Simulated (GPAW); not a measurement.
Runs of GPAW 26.7.0 on ZnCu2SnS4. The structure is tetragonal, space group I-4 (No. 82). The conventional cell has a = 5.434 Å, b = 5.434 Å, c = 10.850 Å, α = 90.00°, β = 90.00°, γ = 90.00°. Around Sn (site symmetry -4) lie 4 S at 2.41 Å. Zn (site symmetry -4) has 4 S at 2.33 Å as nearest neighbours. Around Cu (site symmetry -4) lie 4 S at 2.33 Å. Around Cu (site symmetry -4) lie 4 S at 2.33 Å. Around S (site symmetry 1) lie 1 Zn at 2.33 Å and 2 Cu at 2.33 Å and 1 Sn at 2.41 Å. 

| task | level | potentials or basis | smearing | response ecut | maxiter | response k mesh | response bands | kernels | gap on the mesh (eV) |
| --- | --- | --- | --- | --- | --- | --- | --- | --- | --- |
| dielectric tensor | AM05 | PAW data sets generated in the run's folder for this functional, pw | fermi-dirac 0.001 eV | 80 eV | 150 | 4 × 4 × 4 | 100 | ["RPA"] | 0.30 |
| dielectric tensor | LDA | the program's PAW data sets (release 1.2.1) made for this functional, pw | fermi-dirac 0.001 eV | 80 eV | 150 | 4 × 4 × 4 | 100 | ["RPA"] | 0.19 |
| single point | PBE | GPAW PAW data sets (gpaw-data 1.2.1), pw | fermi-dirac 0.05 eV | - | 120 | - | - | - | 0.30 |
| dielectric tensor | RPBE | the program's PAW data sets (release 1.2.1) made for this functional, pw | fermi-dirac 0.001 eV | 80 eV | 150 | 4 × 4 × 4 | 100 | ["RPA"] | 0.37 |
| dielectric tensor | PBE | GPAW PAW data sets (gpaw-data 1.2.1), pw | fermi-dirac 0.001 eV | 80 eV | 150 | 4 × 4 × 4 | 100 | ["RPA"] | 0.30 |
| dielectric tensor | PBEsol | PAW data sets generated in the run's folder for this functional, pw | fermi-dirac 0.001 eV | 80 eV | 150 | 4 × 4 × 4 | 100 | ["RPA"] | (a) |

Alike in all rows: no spin polarisation; cell as given; k mesh 5 × 5 × 5; cutoff (eV) 450.

Question: Estimate the missing entries.

Answer: (a) 0.24.

Caveats: spin-orbit coupling is left out, which moves the levels of the heavy elements; the gap is small at this level, which inflates the dielectric constant (some runs); the long-wavelength limit can be off by several per cent where d states take part (some runs).

A k mesh can miss the band edges, and the runs leave out spin-orbit coupling on Sn.
